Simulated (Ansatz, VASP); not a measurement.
**Ni: VASP beside Ansatz**

```
Ni
1.0
     0.00000    1.89799    1.89799
     1.89799    0.00000    1.89799
     1.89799    1.89799    0.00000
Ni
1
Direct
  0.00000 0.00000 0.00000
```

Change from the starting cell: volume scaled by 1.25, LAPW.

Alike in both runs: task single point; functional LDA; k mesh 16 × 16 × 16; occupations fermi-dirac, width 0.1 eV; collinear spin.

|  | VASP | Ansatz |
| --- | --- | --- |
| version | VASP 6.6.1 | Ansatz 0.2.0 |
| potentials or method | VASP PAW LDA potentials, release 64 (Ni), cutoff 520 eV | all-electron LAPW, scalar-relativistic |

|  | VASP | Ansatz | Ansatz less VASP |
| --- | --- | --- | --- |
| pressure (GPa) | -36.0 | -36.6 | -0.57 |
| net moment per atom (μB) | 0.64 | 0.68 | +0.033 |
| size of the moment on the site where the two differ most (μB) | 0.66 | 0.70 | +0.038 |

Site moments also hang on the region over which each program counts them. Ansatz ran all-electron here, so the differences hold the error of VASP's frozen core and of both bases.

Caveats: the cell as given lies far from equilibrium; so large a pressure means that the cell lies far from this level's equilibrium, or that cutoff or potentials fall short (VASP).
